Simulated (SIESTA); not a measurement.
**AgI in SIESTA: the effect of functional**

The system is AgI, a slab with vacuum.

```
CELL_PARAMETERS angstrom
4.65560 0.00000 0.00000
2.19232 4.10711 0.00000
0.00000 0.00000 23.62243
ATOMIC_POSITIONS crystal
Ag 0.01978 0.01978 0.31749
I 0.35971 0.35971 0.35805
Ag 0.37950 0.37950 0.47972
I 0.71942 0.71942 0.52028
Ag 0.73921 0.73921 0.64195
I 0.07913 0.07913 0.68251
```

Alike in all runs:

| Quantity | Value |
| --- | --- |
| Program | SIESTA 5.4.2 |
| Task | single point |
| Basis | DZP (energy shift 0.003 Ry; two zetas on semicore shells) |
| Grid cutoff | 800 Ry |
| Energy shift | 0.003 Ry |
| k mesh | 7 × 7 × 1 |
| Occupations | fermi-dirac, width 0.05 eV |
| Spin | no spin polarisation |

Question: One run gave: largest force 0.83 eV/Å. Which functional did it use?
A. BLYP
B. PW91
C. LDA
D. revPBE
E. WC

Answer: C.

```csv
functional,potentials or basis,largest force (eV/Å)
LDA,PseudoDojo 0.4 standard (LDA files),0.83
PBEsol,PseudoDojo 0.4 standard (PBEsol files),0.66
AM05,PseudoDojo 0.4 standard (PBEsol files),0.64
WC,PseudoDojo 0.4 standard (PBEsol files),0.66
PBE,PseudoDojo 0.4 standard (PBE files),0.64
PW91,PseudoDojo 0.4 standard (PBE files),0.64
revPBE,PseudoDojo 0.4 standard (PBE files),0.67
RPBE,PseudoDojo 0.4 standard (PBE files),0.67
BLYP,PseudoDojo 0.4 standard (PBE files),0.70
```

Caveats: the potentials were made for another functional, which shifts forces and pressure (some runs).
